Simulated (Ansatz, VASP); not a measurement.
# One calculation of CaB, two programs

```
Ca B
1.0
     3.29838    0.00000    0.00000
    -1.64919    2.85648    0.00000
     0.00000    0.00000    7.99637
Ca B
2 2
Direct
  0.33333 0.66667 0.29615
  0.66667 0.33333 0.70385
  0.33333 0.66667 0.98348
  0.66667 0.33333 0.01652
```

Alike in both runs: functional PBE; k mesh 6 × 6 × 2; occupations gaussian, width 0.1 eV; no spin polarisation.

Ansatz relaxed the structure, and its values are those at the end. VASP's run is a single point on that final structure, the one shown.

```csv
,VASP,Ansatz
version,VASP 6.6.1,Ansatz 0.2.0
potentials or method,"VASP PAW PBE potentials, release 64 (Ca_sv, B)","scalar-relativistic, plane waves, PAW"
plane-wave cutoff (eV),520,420
valence electrons in the cell,26,26
```

|  | VASP | Ansatz | Ansatz less VASP |
| --- | --- | --- | --- |
| gap on the k mesh at the Fermi level (eV) | none | none | - |
| pressure (GPa) | 0.1 | 0.0 | -0.09 |
| rms of the force components (eV/Å) | 0.013 | 0.007 | -0.0057 |

A gap of «none» marks a metal or a gap that the smearing closes. The functional is the same, so the differences come from potentials, cutoffs and numerics.

Caveats: the k mesh is coarse (spacing up to 0.39 Å⁻¹), so the values aren't converged.
